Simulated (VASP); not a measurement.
TiSi2:

```
CELL_PARAMETERS angstrom
4.37464 0.00000 0.00000
-2.18732 3.78855 0.00000
0.00000 0.00000 2.56101
ATOMIC_POSITIONS crystal
Ti 0.00000 0.00000 0.00000
Si 0.33333 0.66667 0.50000
Si 0.66667 0.33333 0.50000
```

The cell was built by a generator and needn't be a form met in nature.

* Program: VASP 6.6.1
* Task: single point
* Functional: PBE
* Potentials or basis: VASP PAW PBE potentials, release 64 (Ti_sv, Si)
* Cutoff: 520 eV
* k mesh: 7 × 7 × 10
* Occupations: fermi-dirac, width 0.05 eV
* Spin: no spin polarisation

On this cell: pressure -0.2 GPa; largest force under 0.003 eV/Å; band gap on the k mesh none (metal or under the smearing width).

The same run follows on a disturbed copy (atoms moved at random, drawn with an rms of 0.05 Å):

```xyz
3
Lattice="4.3746 0.0000 0.0000 -2.1873 3.7885 0.0000 0.0000 0.0000 2.5610" Properties=species:S:1:pos:R:3 pbc="T T T"
Ti    0.0055   -0.0109    0.0429
Si   -0.0140    2.5697    1.2532
Si    2.1809    1.2566    1.2792
```

Question: What does the disturbed cell give?

Answer: The energy (extrapolated to zero smearing) moves by +4.6 meV/atom; pressure 0.1 GPa; largest force 0.379 eV/Å; band gap on the k mesh none (metal or under the smearing width).

Forces in eV/Å, atoms in the order of the input:
```
Ti  -0.064  0.088 -0.125
Si   0.076 -0.354  0.113
Si  -0.012  0.265  0.012
```

Stress tensor (GPa, compression positive):
```
-0.41  0.03  0.09
 0.03  1.29 -0.17
 0.09 -0.17 -0.66
```
